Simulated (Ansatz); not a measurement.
Runs of Ansatz 0.2.0 on Hf. The structure is cubic, space group Fm-3m (No. 225). Conventional cell: a = 4.440 Å, b = 4.440 Å, c = 4.440 Å, α = 90.00°, β = 90.00°, γ = 90.00°. Hf (site symmetry m-3m) has 12 Hf at 3.14 Å as nearest neighbours. This isn't the form of Hf at room conditions, which is hcp.

```tsv
task	level	cell	k mesh	smearing	gap on the mesh (eV)	pressure (GPa)	relaxed volume (Å³/atom)
single point	PBE	as given	10 × 10 × 10	gaussian 0.027 eV	none	2.9	-
phonons	LDA	as given	7 × 7 × 7	fermi-dirac 0.05 eV	none	-	-
relaxation of cell and atoms	PBEsol+D4	relaxed	10 × 10 × 10	fermi-dirac 0.05 eV	none	0.0	(a)
relaxation of cell and atoms	RPBE+D3(BJ)	relaxed	10 × 10 × 10	fermi-dirac 0.05 eV	none	0.0	17.99
single point	PBE	as given	10 × 10 × 10	gaussian 0.028 eV	none	2.9	-
```

Alike in all rows: potentials or basis Ansatz PAW; no spin polarisation; cutoff (eV) 420.

Problem. Estimate the missing entries.

Solution. (a) 21.37.

Caveats: the PAW data sets come from PBE, with cores solved anew for the run's functional, which leaves a small shift of forces and pressure (some runs); the plane-wave basis is chosen anew once the cell has moved, so the energies of steps on either side of that aren't comparable (some runs); pairwise dispersion overbinds metals, which lowers pressure and volume (some runs); the volume moved by over 15 % at a fixed basis, so the end points are rough (some runs); the volume moved by -18 % from the deposited cell, more than functionals usually miss (some runs).

A k mesh can miss the band edges, and the runs leave out spin-orbit coupling on Hf.

A gap of «none» marks a metal or a gap under the smearing width.
